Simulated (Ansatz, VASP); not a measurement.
# One calculation of V, two programs

File INCAR:

```
SYSTEM = V
ALGO = Normal
EDIFF = 1E-6
ENCUT = 520
GGA = PS
ISIF = 2
ISMEAR = -1
ISPIN = 2
LASPH = .True.
LCHARG = .True.
LELF = .True.
LMAXMIX = 4
LORBIT = 11
LREAL = .False.
LVHAR = .True.
LWAVE = .False.
MAGMOM = 2
NBANDS = 16
NELM = 150
PREC = Accurate
SIGMA = 0.05
```

Contents of KPOINTS:

```
k-points
0
Gamma
  12 12 12
  0 0 0
```

The input POSCAR:

```
V
1.0
   -1.4834362237      1.4834362237      1.4834362237
    1.4834362237     -1.4834362237      1.4834362237
    1.4834362237      1.4834362237     -1.4834362237
V
1
Direct
    0.0000000000      0.0000000000      0.0000000000
```

File input.yaml:

```yaml
crystal:
  lattice:
    - [-1.4834362237, 1.4834362237, 1.4834362237]
    - [1.4834362237, -1.4834362237, 1.4834362237]
    - [1.4834362237, 1.4834362237, -1.4834362237]
  atoms:
    - { symbol: V, position: [0.0, 0.0, 0.0], spin: 2.0 }
kpoints:
  mp_grid: { grid: [12, 12, 12] }
scf:
  occupations: { method: fermi_dirac, width: 0.05 }
hamiltonian:
  xc: pbesol
  pseudopotentials: { kind: all_electron, lapw: { basis_error: 0.0005 } }
magnetization:
  spin_polarized: true
output:
  forces: true
  stress: true
  eigenvalues: true
```

Change from the starting cell: volume scaled by 0.94.

Alike in both runs: task single point; functional PBEsol; k mesh 12 × 12 × 12; occupations fermi-dirac, width 0.05 eV; collinear spin.

```csv
,VASP,Ansatz
version,VASP 6.6.1,Ansatz 0.2.0
potentials or method,"VASP PAW PBE potentials, release 64 (V_sv)","all-electron LAPW, scalar-relativistic"
plane-wave cutoff (eV),520,see its input
```

VASP gave:

```
gap on the k mesh at the Fermi level (eV) : none
pressure (GPa)                            : -1.5
net moment per atom (μB)                  : 0.00
```

What did Ansatz give for the same quantities?

gap on the k mesh at the Fermi level (eV): none; pressure (GPa): -1.8; net moment per atom (μB): 0.00.

A gap of «none» marks a metal or a gap that the smearing closes. Ansatz ran all-electron here, so the differences hold the error of VASP's frozen core and of both bases.

Caveats: the PAW data sets were made with another functional, which shifts forces and pressure a little (VASP); the starting moments weren't kept (Ansatz).
